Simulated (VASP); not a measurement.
# Na (P6_3/mmc) in VASP: a series of runs

The runs below take Na through single point, with PBE.

Everything below comes from runs of VASP 6.6.1. Logs are shortened: lines on timing, memory, paths and dates and some standing lists are left out, and cuts for length are marked.

## Step 1: The structure

Symmetry: P6_3/mmc, No. 194, hexagonal system. The conventional cell has a = 3.767 Å, b = 3.767 Å, c = 6.154 Å, α = 90.00°, β = 90.00°, γ = 120.00°. Na (site symmetry -6m2) is surrounded by 12 Na at 3.77 Å.

This isn't the form of Na at room conditions, which is bcc.

## Step 2: Single point, PBE

The input, INCAR:

```
SYSTEM = Na
PREC     = Accurate       ! precision mode
ENCUT    = 460            ! plane-wave cutoff, eV
EDIFF    = 1E-6           ! SCF threshold, eV
ISMEAR   = 0              ! smearing method
SIGMA    = 0.2            ! smearing width, eV
LREAL    = .FALSE.        ! projectors in reciprocal space
LASPH    = .TRUE.         ! aspherical terms in the spheres
NELM     = 100            ! most SCF steps
ALGO     = Normal         ! electronic algorithm
ISIF     = 2              ! what is computed and relaxed
LWAVE    = .FALSE.        ! write WAVECAR
LCHARG   = .FALSE.        ! write CHGCAR
GGA      = PE             ! functional
NBANDS   = 14             ! bands
ADDGRID  = .FALSE.
```

The input, KPOINTS:

```
regular mesh
0
G
  6 6 3
  0 0 0
```

The input, POSCAR:

```
Na
1.0
    3.7670000000      0.0000000000      0.0000000000
   -1.8835000000      3.2623176961      0.0000000000
    0.0000000000      0.0000000000      6.1540000000
Na
2
Direct
    0.6666666667      0.3333333333      0.7500000000
    0.3333333333      0.6666666667      0.2500000000
```

Potentials or basis: VASP PAW PBE potentials, release 64 (Na_pv).

Run with:

```sh
> cat potpaw_PBE.64/Na_pv/POTCAR > POTCAR
> mpirun -np 1 vasp_std > vasp.out
```

OUTCAR:

```text
SYSTEM = Na
   PREC = Accurate
   ENCUT = 460
   EDIFF = 1E-6
   ISMEAR = 0
   LREAL = .FALSE.
   LASPH = .TRUE.
   NELM = 100
   ISIF = 2
   GGA = PE

 Found     14 irreducible k-points:

 Following reciprocal coordinates:
            Coordinates               Weight
  0.000000  0.000000  0.000000      1.000000
  0.166667 -0.000000  0.000000      6.000000
  0.333333  0.000000  0.000000      6.000000
  0.500000  0.000000  0.000000      3.000000
  0.166667  0.166667  0.000000      6.000000
  0.333333  0.166667  0.000000     12.000000
   k-points           NKPTS =     14   k-points in BZ     NKDIM =     14   number of bands    NBANDS=     14
   number of dos      NEDOS =    301   number of ions     NIONS =      2
   total plane-waves  NPLWV =  37632
   dimension x,y,z NGX =    28 NGY =   28 NGZ =   48
   dimension x,y,z NGXF=    56 NGYF=   56 NGZF=   96
   ions per type =               2
   NGX,Y,Z   is equivalent  to a cutoff of  12.36, 12.36, 12.97 a.u.
   NGXF,Y,Z  is equivalent  to a cutoff of  24.71, 24.71, 25.93 a.u.
 SYSTEM =  Na
   PREC   = accura    normal or accurate (medium, high low for compatibility)
   ISTART =      0    job   : 0-new  1-cont  2-samecut
   ICHARG =      2    charge: 1-file 2-atom 10-const
   ISPIN  =      1    spin polarized calculation?
   LNONCOLLINEAR =      F non collinear calculations
   LSORBIT =      F    spin-orbit coupling
   LASPH  =      T    aspherical Exc in radial PAW
   ENCUT  =  460.0 eV  33.81 Ry    5.81 a.u.   6.59  6.59 10.76*2*pi/ulx,y,z
   NELM   =    100;   NELMIN=  2; NELMDL= -5     # of ELM steps
   EDIFF  = 0.1E-05   stopping-criterion for ELM
   LREAL  =      F    real-space projection
   EDIFFG = 0.1E-04   stopping-criterion for IOM
   NSW    =      0    number of steps for IOM
   IBRION =     -1    ionic relax: 0-MD 1-quasi-New 2-CG
   NFREE  =      0    steps in history (QN), initial steepest desc. (CG)
   ISIF   =      2    stress and relaxation
   ISYM   =      2    0-nonsym 1-usesym 2-fastsym
   POTIM  = 0.5000    time-step for ionic-motion
   TEBEG  =    0.0;   TEEND  =   0.0 temperature during run
   PSTRESS=    0.0 pullay stress
   NELECT =      14.0000    total number of electrons
   NUPDOWN=      -1.0000    fix difference up-down
   EMIN   =  10.00;   EMAX   =-10.00  energy-range for DOS
   EFERMI =   0.00;   METHOD = LEGACY
   ISMEAR =     0;   SIGMA  =   0.20  broadening in eV -4-tet -1-fermi 0-gaus
   EFERMI_NEDOS =   21; number of points for ismear=-14 and -15
   IALGO  =     38    algorithm
   IMIX   =      4    mixing-type and parameters
     AMIX     =   0.40;   BMIX     =  1.00
     AMIX_MAG =   1.60;   BMIX_MAG =  1.00
  volume/ion in A,a.u.               =      37.81       255.18
  Fermi-wavevector in a.u.,A,eV,Ry     =   0.933020  1.763153 11.844235  0.870527
  Thomas-Fermi vector in A             =   2.059678
   LORBIT       =      0    0 simple, 1 ext, 2 COOP (PROOUT), +10 PAW based schemes
   GGA     = PE    functional components
   LHFCALC =     F    Hartree Fock is set to
   AEXX    =    0.0000 exact exchange contribution
   IVDW    =     0    specifies the selected vdW correction
   LEPSILON=     F    determine dielectric tensor
   LRPA    =     F    only Hartree local field effects (RPA)
 non-spin polarized calculation
 Gauss-broadening in eV      SIGMA  =   0.20
  energy-cutoff  :      460.00
  volume of cell :       75.63
 maximum number of plane-waves:      1737
 NGX is ok and might be reduce to    28
   NGX = 13   NGY = 13   NGZ = 21

 number of electron      14.0000011 magnetization

 Free energy of the ion-electron system (eV)
  ---------------------------------------------------
  ext. energy  EPLUGINS =         0.00000000
  ---------------------------------------------------
  free energy    TOTEN  =        -2.60163850 eV

  energy without entropy =       -2.56547155  energy(sigma->0) =       -2.58355503

 E-fermi :   0.2283     XC(G=0):  -6.4508

 val. band max:       -0.0067871387   @ k =   0.1667   0.1667   0.3333
 cond. band min:       0.2325628140   @ k =   0.3333   0.1667   0.3333
 fundamental gap:      0.2393499528
 Fermi energy:         0.2283191567

 k-point     1 :       0.0000    0.0000    0.0000
  band No.  band energies     occupation
      1     -24.6724      2.00000
      2     -24.6444      2.00000
      3     -24.6444      2.00000
      4     -24.6400      2.00000
      5     -24.6399      2.00000
      6     -24.6399      2.00000
      7      -2.9662      2.00000
      8       0.8233      0.00003
      9       1.2082      0.00000
     10      10.1441      0.00000
     11      10.1442      0.00000
     12      10.4840      0.00000
     13      10.4840      0.00000
     14      10.6374      0.00000

 k-point     2 :       0.1667   -0.0000    0.0000
  band No.  band energies     occupation
      1     -24.6696      2.00000
      2     -24.6504      2.00000
      3     -24.6463      2.00000
      4     -24.6461      2.00000
      5     -24.6411      2.00000
      6     -24.6409      2.00000
      7      -2.5617      2.00000
      8       1.1846      0.00000
      9       1.6001      0.00000
     10       6.6260      0.00000
     11       8.6477      0.00000
     12       8.8454      0.00000
     13       9.9818      0.00000
     14      10.9608      0.00000

 k-point     3 :       0.3333    0.0000    0.0000
  band No.  band energies     occupation
      1     -24.6628      2.00000
      2     -24.6628      2.00000
      3     -24.6583      2.00000
      4     -24.6499      2.00000
      5     -24.6444      2.00000
      6     -24.6432      2.00000
      7      -1.3664      2.00000
      8       2.2730      0.00000
      9       2.5640      0.00000
     10       3.5174      0.00000
     11       6.6749      0.00000
     12       6.8497      0.00000
     13       7.6503      0.00000
     14       8.9053      0.00000

 k-point     4 :       0.5000    0.0000    0.0000
  band No.  band energies     occupation
      1     -24.6691      2.00000
      2     -24.6641      2.00000
      3     -24.6580      2.00000
      4     -24.6517      2.00000
      5     -24.6475      2.00000
      6     -24.6444      2.00000
      7       0.5147      0.04285
      8       0.6214      0.00544
      9       4.0952      0.00000
     10       4.1046      0.00000
     11       4.5662      0.00000
     12       4.7992      0.00000
     13       7.3182      0.00000
     14       8.2380      0.00000

 k-point     5 :       0.1667    0.1667    0.0000
  band No.  band energies     occupation
      1     -24.6647      2.00000
      2     -24.6573      2.00000
      3     -24.6564      2.00000
      4     -24.6485      2.00000
      5     -24.6443      2.00000
      6     -24.6434      2.00000
      7      -1.7619      2.00000
      8       1.9095      0.00000
      9       2.3385      0.00000
     10       4.9604      0.00000
     11       5.4286      0.00000
     12       8.4059      0.00000
     13       8.6411      0.00000
     14       8.9897      0.00000

 k-point     6 :       0.3333    0.1667    0.0000
  band No.  band energies     occupation
      1     -24.6658      2.00000
      2     -24.6617      2.00000
      3     -24.6581      2.00000
      4     -24.6540      2.00000
      5     -24.6479      2.00000
      6     -24.6475      2.00000
      7      -0.1977      1.99741
      8       2.0406      0.00000
      9       3.3677      0.00000
     10       3.7380      0.00000
     11       4.6475      0.00000
     12       5.5695      0.00000
     13       6.6275      0.00000
     14       7.7856      0.00000

 [... further k-points ...]

------------------------ aborting loop because EDIFF is reached ----------------------------------------

  FORCE on cell =-STRESS in cart. coord.  units (eV):
  Direction    XX          YY          ZZ          XY          YZ          ZX
  --------------------------------------------------------------------------------------
  -------------------------------------------------------------------------------------
  Total       -0.0503979     -0.0503979     -0.1044216      0.0000000     -0.0000000      0.0000000
  in kB       -1.0676855     -1.0676855     -2.2121856      0.0000000     -0.0000000      0.0000000
  external PRESSURE =      -1.4491856 kB  Pullay stress =       0.0000000 kB

 VOLUME and BASIS-vectors are now :
 -----------------------------------------------------------------------------
  energy-cutoff  :      460.00
  volume of cell :       75.63
      direct lattice vectors                 reciprocal lattice vectors
     3.767000000  0.000000000  0.000000000     0.265463233  0.153265269  0.000000000
    -1.883500000  3.262317696  0.000000000     0.000000000  0.306530538  0.000000000
     0.000000000  0.000000000  6.154000000     0.000000000  0.000000000  0.162495938

 POSITION                                       TOTAL-FORCE (eV/Angst)
 -----------------------------------------------------------------------------------
      1.88350      1.08744      4.61550        -0.000000      0.000000      0.000000
     -0.00000      2.17488      1.53850         0.000000     -0.000000      0.000000
 -----------------------------------------------------------------------------------
    total drift:                                0.000000     -0.000000      0.000000

  FREE ENERGIE OF THE ION-ELECTRON SYSTEM (eV)
  ---------------------------------------------------
  free  energy   TOTEN  =        -2.6016385001 eV

  energy  without entropy=       -2.5654715519  energy(sigma->0) =       -2.58355503
```

It took 6.9 s on 1 thread of Intel Xeon Platinum 8488C (Sapphire Rapids), shared host; peak memory 0.17 GiB.

The run converged, but some of its settings lie outside the range that counts as converged, so its numbers aren't taken as properties of the crystal.

Results:

| Quantity | Value |
| --- | --- |
| Free energy | -2.6016 eV |
| Pressure | -0.1 GPa |
| Band gap on the k mesh | none (metal or under the smearing width) |

## Step 3: Single point, PBE

INCAR is that of step 2.

KPOINTS is that of step 2.

The input, POSCAR:

```
Na
1.0
    3.7670000000      0.0000000000      0.0000000000
   -1.8835000000      3.2623176961      0.0000000000
    0.0000000000      0.0000000000      6.1540000000
Na
2
Direct
    0.6607270000      0.3253030000      0.7651560000
    0.3322080000      0.6634530000      0.2738460000
```

Potentials or basis: VASP PAW PBE potentials, release 64 (Na_pv).

Run with:

```sh
> cat potpaw_PBE.64/Na_pv/POTCAR > POTCAR
> mpirun -np 1 vasp_std > vasp.out
```

Wall time 20 s (1 thread of Intel Xeon Platinum 8488C (Sapphire Rapids), shared host); peak memory 0.18 GiB.

The run converged, but some of its settings lie outside the range that counts as converged, so its numbers aren't taken as properties of the crystal.

Results:

```
Free energy            : -2.6006 eV
Pressure               : -0.1 GPa
Largest force          : 0.037 eV/Å
Band gap on the k mesh : none (metal or under the smearing width)
```

## Step 4: Single point, PBE

INCAR, as its differences from that of step 3:

```diff
@@ -2,3 +2,3 @@
 PREC     = Accurate       ! precision mode
-ENCUT    = 460            ! plane-wave cutoff, eV
+ENCUT    = 650            ! plane-wave cutoff, eV
 EDIFF    = 1E-6           ! SCF threshold, eV
```

The input, KPOINTS:

```
regular mesh
0
G
  5 5 3
  0 0 0
```

The input, POSCAR:

```
Na
1.0
    3.7670000000      0.0000000000      0.0000000000
   -1.8835000000      3.2623176961      0.0000000000
    0.0000000000      0.0000000000      6.1540000000
Na
2
Direct
    0.6666666667      0.3333333333      0.7500000000
    0.3333333333      0.6666666667      0.2500000000
```

Run with:

```sh
> cat potpaw_PBE.64/Na_pv/POTCAR > POTCAR
> mpirun -np 1 vasp_std > vasp.out
```

It took 7.3 s on 1 thread of Intel Xeon Platinum 8488C (Sapphire Rapids), shared host; peak memory 0.21 GiB.

The run converged, but some of its settings lie outside the range that counts as converged, so its numbers aren't taken as properties of the crystal.

What came out:

| Item | Value |
| --- | --- |
| Free energy | -2.6947 eV |
| Pressure | -0.2 GPa |
| Band gap on the k mesh | none (metal or under the smearing width) |

Caveat: the k mesh is coarse (spacing up to 0.39 Å⁻¹), so the values aren't converged.

## Step 5: Single point, PBE

INCAR is that of step 4.

KPOINTS is that of step 4.

The input, POSCAR:

```
Na
1.0
    3.7670000000      0.0000000000      0.0000000000
   -1.8835000000      3.2623176961      0.0000000000
    0.0000000000      0.0000000000      6.1540000000
Na
2
Direct
    0.6607270000      0.3253030000      0.7651560000
    0.3322080000      0.6634530000      0.2738460000
```

Potentials or basis: VASP PAW PBE potentials, release 64 (Na_pv).

Run with:

```sh
> cat potpaw_PBE.64/Na_pv/POTCAR > POTCAR
> mpirun -np 1 vasp_std > vasp.out
```

OUTCAR:

```text
SYSTEM = Na
   PREC = Accurate
   ENCUT = 650
   EDIFF = 1E-6
   ISMEAR = 0
   LREAL = .FALSE.
   LASPH = .TRUE.
   NELM = 100
   ISIF = 2
   GGA = PE

 Found     38 irreducible k-points:

 Following reciprocal coordinates:
            Coordinates               Weight
  0.000000  0.000000  0.000000      1.000000
  0.200000 -0.000000  0.000000      2.000000
  0.000000  0.200000  0.000000      2.000000
 -0.200000  0.200000  0.000000      2.000000
  0.400000 -0.000000  0.000000      2.000000
  0.000000  0.400000  0.000000      2.000000
   k-points           NKPTS =     38   k-points in BZ     NKDIM =     38   number of bands    NBANDS=     14
   number of dos      NEDOS =    301   number of ions     NIONS =      2
   total plane-waves  NPLWV =  55296
   dimension x,y,z NGX =    32 NGY =   32 NGZ =   54
   dimension x,y,z NGXF=    64 NGYF=   64 NGZF=  108
   ions per type =               2
   NGX,Y,Z   is equivalent  to a cutoff of  14.12, 14.12, 14.59 a.u.
   NGXF,Y,Z  is equivalent  to a cutoff of  28.24, 28.24, 29.18 a.u.
 SYSTEM =  Na
   PREC   = accura    normal or accurate (medium, high low for compatibility)
   ISTART =      0    job   : 0-new  1-cont  2-samecut
   ICHARG =      2    charge: 1-file 2-atom 10-const
   ISPIN  =      1    spin polarized calculation?
   LNONCOLLINEAR =      F non collinear calculations
   LSORBIT =      F    spin-orbit coupling
   LASPH  =      T    aspherical Exc in radial PAW
   ENCUT  =  650.0 eV  47.77 Ry    6.91 a.u.   7.83  7.83 12.79*2*pi/ulx,y,z
   NELM   =    100;   NELMIN=  2; NELMDL= -5     # of ELM steps
   EDIFF  = 0.1E-05   stopping-criterion for ELM
   LREAL  =      F    real-space projection
   EDIFFG = 0.1E-04   stopping-criterion for IOM
   NSW    =      0    number of steps for IOM
   IBRION =     -1    ionic relax: 0-MD 1-quasi-New 2-CG
   NFREE  =      0    steps in history (QN), initial steepest desc. (CG)
   ISIF   =      2    stress and relaxation
   ISYM   =      2    0-nonsym 1-usesym 2-fastsym
   POTIM  = 0.5000    time-step for ionic-motion
   TEBEG  =    0.0;   TEEND  =   0.0 temperature during run
   PSTRESS=    0.0 pullay stress
   NELECT =      14.0000    total number of electrons
   NUPDOWN=      -1.0000    fix difference up-down
   EMIN   =  10.00;   EMAX   =-10.00  energy-range for DOS
   EFERMI =   0.00;   METHOD = LEGACY
   ISMEAR =     0;   SIGMA  =   0.20  broadening in eV -4-tet -1-fermi 0-gaus
   EFERMI_NEDOS =   21; number of points for ismear=-14 and -15
   IALGO  =     38    algorithm
   IMIX   =      4    mixing-type and parameters
     AMIX     =   0.40;   BMIX     =  1.00
     AMIX_MAG =   1.60;   BMIX_MAG =  1.00
[... 20 lines left out ...]
  ---------------------------------------------------
  ext. energy  EPLUGINS =         0.00000000
  ---------------------------------------------------
  free energy    TOTEN  =        -2.69374593 eV

  energy without entropy =       -2.67723143  energy(sigma->0) =       -2.68548868

 E-fermi :   0.4371     XC(G=0):  -6.4496

 val. band max:       -0.2419236886   @ k =   0.4000  -0.0000   0.3333
 cond. band min:       0.4980743749   @ k =  -0.2000   0.4000   0.3333
 fundamental gap:      0.7399980636
 Fermi energy:         0.4370707410

 k-point     1 :       0.0000    0.0000    0.0000
  band No.  band energies     occupation
      1     -24.6725      2.00000
      2     -24.6449      2.00000
      3     -24.6446      2.00000
      4     -24.6401      2.00000
      5     -24.6401      2.00000
      6     -24.6398      2.00000
      7      -2.9654      2.00000
      8       0.8250      0.00608
      9       1.2093      0.00000
     10      10.1404      0.00000
     11      10.1483      0.00000
     12      10.4767      0.00000
     13      10.4905      0.00000
     14      10.6407      0.00000
[... 71 lines left out ...]
      1     -24.6674      2.00000
      2     -24.6629      2.00000
      3     -24.6597      2.00000
      4     -24.6514      2.00000
      5     -24.6462      2.00000
      6     -24.6442      2.00000
      7      -0.6767      2.00000
      8       2.0075      0.00000
      9       2.9161      0.00000
     10       3.5923      0.00000
     11       5.5565      0.00000
     12       5.9788      0.00000
     13       7.4381      0.00000
     14       8.4601      0.00000

 [... further k-points ...]

------------------------ aborting loop because EDIFF is reached ----------------------------------------

  FORCE on cell =-STRESS in cart. coord.  units (eV):
  Direction    XX          YY          ZZ          XY          YZ          ZX
  --------------------------------------------------------------------------------------
  -------------------------------------------------------------------------------------
  Total       -0.1238572     -0.1130284     -0.0701420     -0.0031778      0.0005512      0.0003367
  in kB       -2.6239312     -2.3945223     -1.4859687     -0.0673222      0.0116773      0.0071322
  external PRESSURE =      -2.1681407 kB  Pullay stress =       0.0000000 kB

 VOLUME and BASIS-vectors are now :
 -----------------------------------------------------------------------------
  energy-cutoff  :      650.00
  volume of cell :       75.63
      direct lattice vectors                 reciprocal lattice vectors
     3.767000000  0.000000000  0.000000000     0.265463233  0.153265269  0.000000000
    -1.883500000  3.262317696  0.000000000     0.000000000  0.306530538  0.000000000
     0.000000000  0.000000000  6.154000000     0.000000000  0.000000000  0.162495938

 POSITION                                       TOTAL-FORCE (eV/Angst)
 -----------------------------------------------------------------------------------
      1.87625      1.06124      4.70877         0.001012      0.002122      0.034438
      0.00181      2.16439      1.68525        -0.001012     -0.002122     -0.034438
 -----------------------------------------------------------------------------------
    total drift:                                0.000012      0.000009     -0.000003

  FREE ENERGIE OF THE ION-ELECTRON SYSTEM (eV)
  ---------------------------------------------------
  free  energy   TOTEN  =        -2.6937459291 eV

  energy  without entropy=       -2.6772314336  energy(sigma->0) =       -2.68548868
```

stdout:

```text
POSCAR found type information on POSCAR Na
 POSCAR found :  1 types and       2 ions
 scaLAPACK will be used
 LDA part: xc-table for (Slater+PW92), standard interpolation
 POSCAR, INCAR and KPOINTS ok, starting setup
 FFT: planning ... GRIDC
 FFT: planning ... GRID_SOFT
 FFT: planning ... GRID
 WAVECAR not read
 entering main loop
```

Wall time 22 s (1 thread of Intel Xeon Platinum 8488C (Sapphire Rapids), shared host); peak memory 0.22 GiB.

These settings aren't checked as converged: the numbers below hold their error.

Results:

| Item | Value |
| --- | --- |
| Free energy | -2.6937 eV |
| Pressure | -0.2 GPa |
| Largest force | 0.035 eV/Å |
| Band gap on the k mesh | none (metal or under the smearing width) |

Caveat: the k mesh is coarse (spacing up to 0.39 Å⁻¹), so the values aren't converged.

## Step 6: The reference run

An earlier run on the cell as given: functional PBE; potentials or basis VASP PAW PBE potentials, release 64 (Na_pv); cutoff 520 eV; k mesh 8 × 8 × 5; occupations fermi-dirac, width 0.05 eV; no spin polarisation.

* Pressure: -0.2 GPa
* Band gap on the k mesh: none (metal or under the smearing width)
